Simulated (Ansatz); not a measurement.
## Relaxing Re (fcc)

Computed with Ansatz (plane waves, PAW, 420 eV cutoff): HSE06, scalar-relativistic, no spin polarisation, 10×10×10 k-mesh, Gaussian smearing of 0.05 eV. The datasets are Ansatz's generated set soft_2.

At room temperature and ambient pressure Re is hcp.

The start:

```yaml
crystal:
  lattice:
    - [0.00000, 1.94442, 1.94442]
    - [1.94442, 0.00000, 1.94442]
    - [1.94442, 1.94442, 0.00000]
  atoms:
    - { symbol: Re, position: [0.00000, 0.00000, 0.00000] }
```

The steps in volume:

```
run  level    k-mesh        kind  V (Å³/atom)  P (GPa)  E − E(final) (meV/atom)  gap on the mesh (eV)
  1    PBE     8×8×8  fixed cell        14.70      7.0                        –                 metal
  2    PBE     8×8×8  fixed cell        15.39     -9.1                        –                 metal
  3    PBE     8×8×8  fixed cell        14.98      0.0                        –                 metal
  4  HSE06  10×10×10  fixed cell        14.98    -10.7                     14.0                 metal
  5  HSE06  10×10×10  fixed cell        13.91     20.9                     41.1                 metal
  6  HSE06  10×10×10  fixed cell        14.57      0.0                      0.0                 metal
```

The volume is at zero pressure for this level.

The final structure (symmetry read at 0.01 Å). It takes space group Fm-3m (No. 225, cubic). Conventional cell: a = 3.877 Å, b = 3.877 Å, c = 3.877 Å, α = 90.00°, β = 90.00°, γ = 90.00°. Re (site symmetry m-3m) has 12 Re at 2.74 Å as nearest neighbours. (Shells end 15 % past the nearest neighbour.)

At the final geometry the gap, band path included, is zero (metallic). The runs in the table took roughly 1.3 core-minutes.

**Reading the result.**

With 15 valence electrons in the calculation's cell and no magnetic order, the bands, two electrons each, can't all be full or empty: band theory demands a metal. (Only strong correlation, outside this picture, could make a Mott insulator of it.)

Spin–orbit coupling, which matters for such heavy elements, is left out. Pressures of hybrids are less tightly converged. For a metal under a hybrid functional this mesh is coarse.
